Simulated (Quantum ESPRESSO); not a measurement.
Crystal: N.

```
N
1.0
     5.81510    0.00000    0.00000
     0.00000    5.81510    0.00000
     0.00000    0.00000    5.81510
N
8
Direct
  0.04586 0.45414 0.54586
  0.45414 0.54586 0.04586
  0.54586 0.04586 0.45414
  0.95414 0.95414 0.95414
  0.93610 0.56390 0.43610
  0.56390 0.43610 0.93610
  0.43610 0.93610 0.56390
  0.06390 0.06390 0.06390
```

* Program: Quantum ESPRESSO 7.5
* Task: single point
* Functional: PBE
* Potentials or basis: SSSP 1.3 efficiency PBE
* Cutoff: 816 eV
* Density cutoff: 6531 eV
* k mesh: 5 × 5 × 5
* Occupations: fermi-dirac, width 0.05 eV
* Spin: no spin polarisation

On this cell: pressure 0.0 GPa; largest force 0.129 eV/Å; band gap on the k mesh 7.43 eV, indirect (least direct gap 7.45 eV).

The same run follows on a disturbed copy (atoms moved at random, drawn with an rms of 0.05 Å):

```
CELL_PARAMETERS angstrom
5.81510 0.00000 0.00000
0.00000 5.81510 0.00000
0.00000 0.00000 5.81510
ATOMIC_POSITIONS crystal
N 0.04423 0.45681 0.54324
N 0.44806 0.54322 0.03879
N 0.54799 0.03756 0.45366
N 0.95537 0.95110 0.96495
N 0.93679 0.55820 0.44400
N 0.56036 0.43333 0.94333
N 0.44294 0.94112 0.56037
N 0.06700 0.07271 0.06020
```

**Question.** What changes?

**Answer.** The energy moves by +120.4 meV/atom; pressure 9.3 GPa; largest force 13.660 eV/Å; band gap on the k mesh 7.60 eV, indirect (least direct gap 7.61 eV).

Forces on the atoms (eV/Å):
```
N    8.249 -7.783  7.613
N   -3.700  3.630  3.160
N    7.935  7.292 -8.054
N    0.306  0.334  0.252
N   -8.240  7.775 -7.604
N    3.700 -3.615 -3.152
N   -7.931 -7.282  8.049
N   -0.318 -0.351 -0.264
```

Stress tensor (GPa, compression positive):
```
 9.99 -2.44 -1.95
-2.44  8.80 -5.85
-1.95 -5.85  8.99
```

Caveats: an odd mesh through Γ misses points on the zone boundary, where band edges often lie.
